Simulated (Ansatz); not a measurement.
# CuO: the cost of one run

Method: DFT PBE, scalar-relativistic, plane waves, PAW, in Ansatz 0.2.0.

3 further runs of the same task are left out: 1 that didn't finish, 2 set aside as unsound or not needed.

### 1 The system as given

It takes space group Cccm (No. 66, orthorhombic). Conventional cell: a = 4.161 Å, b = 4.179 Å, c = 5.151 Å, α = 90.00°, β = 90.00°, γ = 90.00°. Cu (site symmetry 2/m) has 4 O at 1.96 Å in its first shell of neighbours. O (site symmetry 222) has 4 Cu at 1.96 Å in its first shell of neighbours.

Structure file:

```xyz
4
Lattice="2.0830 -2.0804 0.1663 2.0830 2.0804 0.1663 -0.4102 0.0000 5.1350" Properties=species:S:1:pos:R:3 pbc="T T T"
Cu    1.0168    1.0402    0.0908
Cu    0.8117   -1.0402    2.6582
O     1.9557    0.0000    1.4577
O     1.7506    0.0000    4.0251
```

This cell was relaxed beforehand with the same method: volume 11.20 Å³/atom, gap on the mesh none (metal).

### 2 The bulk in the cell of the plane

File input.yaml:

```yaml
crystal:
  lattice:
    - [2.948696676, 0.0, 0.0]
    - [-2.9355750982, 5.9356294329, 0.0]
    - [-0.0129800027, -1.4648925324, 2.5590493304]
  atoms:
    - { symbol: Cu, position: [1.0076, 0.00185, 0.4961] }
    - { symbol: Cu, position: [0.0076, 0.50185, 0.4961] }
    - { symbol: O, position: [0.7575884497, 0.25185, 0.7460884497] }
    - { symbol: O, position: [0.2576115503, 0.75185, 0.2461115503] }
basis:
  ecutwfc: 420
kpoints:
  mp_grid: { grid: [13, 6, 13] }
hamiltonian:
  xc: pbe
scf:
  occupations: { method: gaussian, width: 0.1 }
output:
  forces: true
  stress: true
  eigenvalues: true
```

Run with:

```console
> ansatz run input.yaml --threads 2 --pin off --max-ram 5120MiB --backend cpu --events-out ev --progress --plain --runs-dir out
```

Q: Estimate wall time and peak memory on 2 threads of Arm Neoverse V2, shared host.

About 14 s, with a peak of 0.7 GiB.
